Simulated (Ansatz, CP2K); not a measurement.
**One calculation of HfO2, 8 ways**

```
CELL_PARAMETERS angstrom
3.55802 0.00000 0.00000
0.00000 3.55802 0.00000
0.00000 0.00000 5.17186
ATOMIC_POSITIONS crystal
Hf 0.00000 0.00000 0.00000
Hf 0.50000 0.50000 0.50000
O 0.00000 0.50000 0.19721
O 0.50000 0.00000 0.30279
O 0.50000 0.00000 0.80279
O 0.00000 0.50000 0.69721
```

Measurements of this composition are mostly on another form, of space group No. 14.

Alike in all runs: task band structure; functional PBE; k mesh 8 × 8 × 5; occupations fermi-dirac, width 0.05 eV; no spin polarisation; no spin-orbit coupling. Pressure is positive in compression and, in plane waves, holds the error of the finite cutoff, which Ansatz's Pulay term estimates and takes out. Gaps are the smaller of the mesh's and the band path's.

```tsv
program and potentials	plane-wave cutoff (eV)	notes	band gap (eV)	pressure (GPa)	largest force (eV/Å)
Ansatz, Ansatz PAW	420	12.67 valence electrons an atom on average; Pulay term of +0.80 GPa included	4.77	10.01	0.140
CP2K, POTENTIAL_UZH Hf GTH-SCAN-q12, O GTH-SCAN-q6; DZVP-MOLOPT-SR-GTH basis	-	atomic basis; 8 valence electrons an atom on average	4.47	-2.29	0.148
CP2K, GTH_POTENTIALS Hf GTH-PBE-q12, O GTH-PBE-q6; DZVP-MOLOPT-SR-GTH basis	-	atomic basis; 8 valence electrons an atom on average	4.77	2.33	0.055
CP2K, POTENTIAL_UZH Hf GTH-PBE0-q12, O GTH-PBE0-q6; DZVP-MOLOPT-SR-GTH basis	-	atomic basis; 8 valence electrons an atom on average	4.79	2.66	0.073
Ansatz, all-electron LAPW, scalar-relativistic	-	-	?	?	?
CP2K, GTH_POTENTIALS Hf GTH-PBE-q12, O GTH-BLYP-q6; DZVP-MOLOPT-SR-GTH basis	-	atomic basis; 8 valence electrons an atom on average	4.77	2.14	0.051
CP2K, POTENTIAL_UZH Hf GTH-PBE-q12, O GTH-PBE-q6; DZVP-MOLOPT-PBE-GTH basis	-	atomic basis; 8 valence electrons an atom on average	4.85	3.89	0.011
CP2K, GTH_POTENTIALS Hf GTH-PADE-q12, O GTH-PADE-q6; DZVP-MOLOPT-SR-GTH basis	-	atomic basis; potentials made for LDA; 8 valence electrons an atom on average	4.66	-4.55	0.027
```

Task: Estimate from the other rows what the run with Ansatz, all-electron LAPW, scalar-relativistic gave.

Result: Band gap 4.76 eV; pressure 10.03 GPa; largest force 0.138 eV/Å. The other rows, which needn't bracket it: band gap 4.47 to 4.85; pressure -4.55 to 10.01; largest force 0.011 to 0.148.
